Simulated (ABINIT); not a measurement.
# HfC (Fm-3m) in ABINIT: equation of state with BLYP+D3

Aim: the equation of state of HfC with BLYP+D3.

Everything below comes from runs of ABINIT 10.8.3 (patched build). Logs are shortened: lines on timing, memory, paths and dates and some standing lists are left out, and cuts for length are marked. The log counts tension as positive stress, the text compression.

### Step 1. The structure

The structure is cubic, space group Fm-3m (No. 225). Conventional cell: a = 4.650 Å, b = 4.650 Å, c = 4.650 Å, α = 90.00°, β = 90.00°, γ = 90.00°. Hf (site symmetry m-3m) has 6 C at 2.33 Å as nearest neighbours. C (site symmetry m-3m) has 6 Hf at 2.33 Å as nearest neighbours.

### Step 2. Equation of state, BLYP+D3

Contents of run.abi:

```
# Datasets: one volume each
ndtset 7
getwfk -1
scalecart1 3*0.9795861087
scalecart2 3*0.9864848297
scalecart3 3*0.9932883884
scalecart4 3*1.0000000000
scalecart5 3*1.0066227096
scalecart6 3*1.0131594038
scalecart7 3*1.0196128224

# Pseudopotentials
pp_dirpath "./"
pseudos "Hf.GGA_PBE-JTH.xml, C.GGA_PBE-JTH.xml"

# Structure
acell 3.2880465325 3.2880465325 3.2880465325 Angstrom
rprim
     0.0000000000     0.7071067812     0.7071067812
     0.7071067812     0.0000000000     0.7071067812
     0.7071067812     0.7071067812     0.0000000000
ntypat 2
znucl 72 6
natom 2
typat 1 2
xred
     0.5000000000     0.5000000000     0.5000000000
     0.0000000000     0.0000000000     0.0000000000

# Plane-wave basis
ecut 544.227725 eV
pawecutdg 40.0

# k points
kptopt 1
ngkpt 10 10 10
nshiftk 1
shiftk 0.0 0.0 0.0

# Exchange and correlation
ixc -106131
vdw_xc 6

# Bands and occupations
nband 12
occopt 3
tsmear 0.05 eV

# SCF cycle
nstep 100
tolvrs 1.0e-9

# Output
iomode 3
prtwf 1
prtden 0
prteig 0
prtebands 0
```

Potentials or basis: JTH PAW PBE v2.0.

Run with:

```
$ abinit run.abi > log 2>&1
```

run.abo:

```text
.Version 10.8.3 of ABINIT
 DATASET    1 : space group Fm -3 m (#225); Bravais cF (face-center cubic)
================================================================================
 Values of the parameters that define the memory need for DATASET  1.
     intxc =       0    ionmov =       0      iscf =      17    lmnmax =      18
     lnmax =       6     mgfft =      27  mpssoang =       3    mqgrid =    3001
     natom =       2  nloc_mem =       2    nspden =       1   nspinor =       1
    nsppol =       1      nsym =      48    n1xccc =       1    ntypat =       2
    occopt =       3   xclevel =       2
       mpw =         692          nfft =       19683          nkpt =          47
 PAW method is used; the additional fine FFT grid is defined by:
   mgfftf=        36    nfftf =     46656
================================================================================
================================================================================
[... 71 lines left out ...]
 DATASET    7 : space group Fm -3 m (#225); Bravais cF (face-center cubic)
================================================================================
 Values of the parameters that define the memory need for DATASET  7.
     intxc =       0    ionmov =       0      iscf =      17    lmnmax =      18
     lnmax =       6     mgfft =      27  mpssoang =       3    mqgrid =    3001
     natom =       2  nloc_mem =       2    nspden =       1   nspinor =       1
    nsppol =       1      nsym =      48    n1xccc =       1    ntypat =       2
    occopt =       3   xclevel =       2
       mpw =         785          nfft =       19683          nkpt =          47
 PAW method is used; the additional fine FFT grid is defined by:
   mgfftf=        40    nfftf =     64000
================================================================================
================================================================================

--------------------------------------------------------------------------------
------------- Echo of variables that govern the present computation ------------
--------------------------------------------------------------------------------
 -outvars: echo values of preprocessed input variables --------
            acell      6.2135074357E+00  6.2135074357E+00  6.2135074357E+00 Bohr
              amu      1.78490000E+02  1.20110000E+01
             ecut      2.00000000E+01 Hartree
           getwfk          -1
              ixc     -106131
           jdtset        1    2    3    4    5    6    7
         kptrlatt       10    0    0      0   10    0      0    0   10
          kptrlen1     6.08666557E+01
          kptrlen2     6.12953082E+01
          kptrlen3     6.17180479E+01
          kptrlen4     6.21350744E+01
          kptrlen5     6.25465769E+01
          kptrlen6     6.29527349E+01
          kptrlen7     6.33537185E+01
            natom           2
            nband          12
           ndtset           7
[... 132 lines left out ...]
 basis_size (lnmax)=  4 (lmn_size=  8), orbitals=   0   0   1   1
 Spheres core radius: rc_sph= 1.50736703
 Shapefunction is SIN type: shapef(r)=[sin(pi*r/rshp)/(pi*r/rshp)]**2
 Radius for shape functions =  1.30052589
 Compensation charge density is not taken into account in XC energy/potential

   1.55524723E+03                                ecore*ucvol(ha*bohr**3)
--------------------------------------------------------------------------------

================================================================================

--- !BeginCycle
iteration_state: {dtset: 1, }
solver: {iscf: 17, nstep: 100, nline: 4, wfoptalg: 10, }
tolerances: {tolvrs: 1.00E-09, }
...
[... 1071 lines left out ...]
 getcut: wavevector=  0.0000  0.0000  0.0000  ngfft=  40  40  40
         ecut(hartree)=     40.000   => boxcut(ratio)=   2.21765

 getcut : COMMENT -
  Note that boxcut > 2.2 ; recall that boxcut=Gcut(box)/Gcut(sphere) = 2
  is sufficient for exact treatment of convolution.
  Such a large boxcut is a waste : you could raise ecut
  e.g. ecut=   49.179660 Hartrees makes boxcut=2

--------------------------------------------------------------------------------

-inwffil : will read wavefunctions from disk file runo_DS6_WFK.nc

================================================================================
[... 141 lines left out ...]
-Cartesian components of stress tensor (GPa)         [Pressure= -1.3722E+01 GPa]
- sigma(1 1)=  1.37216774E+01  sigma(3 2)=  0.00000000E+00
- sigma(2 2)=  1.37216774E+01  sigma(3 1)=  0.00000000E+00
- sigma(3 3)=  1.37216774E+01  sigma(2 1)=  0.00000000E+00

== END DATASET(S) ==============================================================
================================================================================

 -outvars: echo values of variables after computation  --------
            acell      6.2135074357E+00  6.2135074357E+00  6.2135074357E+00 Bohr
           etotal1    -5.5803184226E+01
           etotal2    -5.5804576190E+01
           etotal3    -5.5805313699E+01
           etotal4    -5.5805450135E+01
           etotal5    -5.5805039689E+01
           etotal6    -5.5804118181E+01
           etotal7    -5.5802763634E+01
            fcart1    -0.0000000000E+00 -0.0000000000E+00 -0.0000000000E+00
                      -0.0000000000E+00 -0.0000000000E+00 -0.0000000000E+00
            fcart2    -0.0000000000E+00 -0.0000000000E+00 -0.0000000000E+00
                      -0.0000000000E+00 -0.0000000000E+00 -0.0000000000E+00
            fcart3    -0.0000000000E+00 -0.0000000000E+00 -0.0000000000E+00
                      -0.0000000000E+00 -0.0000000000E+00 -0.0000000000E+00
            fcart4    -0.0000000000E+00 -0.0000000000E+00 -0.0000000000E+00
                      -0.0000000000E+00 -0.0000000000E+00 -0.0000000000E+00
            fcart5    -0.0000000000E+00 -0.0000000000E+00 -0.0000000000E+00
                      -0.0000000000E+00 -0.0000000000E+00 -0.0000000000E+00
[... 38 lines left out ...]
                       0.0000000000E+00  0.0000000000E+00  0.0000000000E+00
           xangst1     2.2775377028E+00  2.2775377028E+00  2.2775377028E+00
                       0.0000000000E+00  0.0000000000E+00  0.0000000000E+00
           xangst2     2.2935772291E+00  2.2935772291E+00  2.2935772291E+00
                       0.0000000000E+00  0.0000000000E+00  0.0000000000E+00
           xangst3     2.3093955031E+00  2.3093955031E+00  2.3093955031E+00
                       0.0000000000E+00  0.0000000000E+00  0.0000000000E+00
           xangst4     2.3250000000E+00  2.3250000000E+00  2.3250000000E+00
                       0.0000000000E+00  0.0000000000E+00  0.0000000000E+00
           xangst5     2.3403977999E+00  2.3403977999E+00  2.3403977999E+00
                       0.0000000000E+00  0.0000000000E+00  0.0000000000E+00
           xangst6     2.3555956139E+00  2.3555956139E+00  2.3555956139E+00
                       0.0000000000E+00  0.0000000000E+00  0.0000000000E+00
           xangst7     2.3705998121E+00  2.3705998121E+00  2.3705998121E+00
                       0.0000000000E+00  0.0000000000E+00  0.0000000000E+00
             xred      5.0000000000E-01  5.0000000000E-01  5.0000000000E-01
                       0.0000000000E+00  0.0000000000E+00  0.0000000000E+00
 Calculation completed.
```

Run time: 94 s. Hardware: 1 thread of Arm Neoverse V1, shared host; peak memory 0.15 GiB.

Results:

```yaml
Equilibrium_volume: 12.50 Å³/atom
Bulk_modulus: 242 GPa
Pressure_derivative_of_the_bulk_modulus: "3.7 (rough: it moves with the points fitted)"
```

Energy against volume, from the lowest point:
```tsv
volume (Å³/atom)	energy (meV/atom)
11.814	30.83
12.065	11.89
12.317	1.86
12.568	0.00
12.819	5.58
13.071	18.12
13.322	36.55
```

Caveat: pressures at fixed basis lie under the slope of the energies; the PAW data sets were made with another functional, which shifts forces and pressure a little. Spin-orbit coupling is left out, which matters for the levels of Hf.
